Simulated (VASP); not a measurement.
## Sn: relaxation of shape and atoms at fixed volume with PBE+D3(BJ)

Sn:

```xyz
2
Lattice="-2.9633 2.9633 1.6091 2.9633 -2.9633 1.6091 2.9633 2.9633 -1.6091" Properties=species:S:1:pos:R:3 pbc="T T T"
Sn    0.0000    0.0000    0.0000
Sn    0.0000    2.9633    0.8045
```

The cell isn't the ideal one: a relaxed cell with its volume scaled by 1.04.

* Program: VASP 6.6.1
* Task: relaxation of shape and atoms at fixed volume
* Functional: PBE
* Dispersion: D3(BJ)
* Potentials or basis: VASP PAW PBE potentials, release 64 (Sn_d)
* Cutoff: 600 eV
* k mesh: 12 × 12 × 12
* Occupations: gaussian, width 0.03 eV
* Spin: no spin polarisation
* Further INCAR settings: ALGO = Fast; EDIFF = 1e-07; IBRION = 2; EDIFFG = -0.01; NSW = 40; ISIF = 4

```
Energy gained by relaxing  : 0.0 meV/atom
Ionic steps                : 3
Pressure after relaxing    : -1.9 GPa
Band gap on the k mesh     : none (metal or under the smearing width)
Dispersion energy per atom : -0.374 eV
```

Final structure:
```xyz
2
Lattice="-2.9600 2.9600 1.6127 2.9600 -2.9600 1.6127 2.9600 2.9600 -1.6127" Properties=species:S:1:pos:R:3 pbc="T T T"
Sn    0.0000    0.0000    0.0000
Sn    0.0000    2.9600    0.8064
```

Levels at points of the mesh, in eV from the Fermi level:
```csv
k point,band 12,band 13,band 14,band 15,band 16,band 17
"(0.00, 0.00, 0.00)",-3.75,-1.87,-1.87,3.04,6.03,6.03
"(0.50, 0.00, 0.00)",-5.27,-2.33,-1.60,-1.07,2.29,2.76
"(0.50, 0.50, 0.00)",-8.67,0.60,0.60,1.51,1.51,5.85
"(0.50, 0.50, 0.50)",-7.44,-4.58,-4.58,4.90,4.90,9.00
```

Wall time 2.5 min on 1 thread of Intel(R) Xeon(R) 6975P-C (Granite Rapids) (shared host), peak memory 0.34 GiB.

Caveat: pairwise dispersion overbinds metals, which lowers pressure and volume.
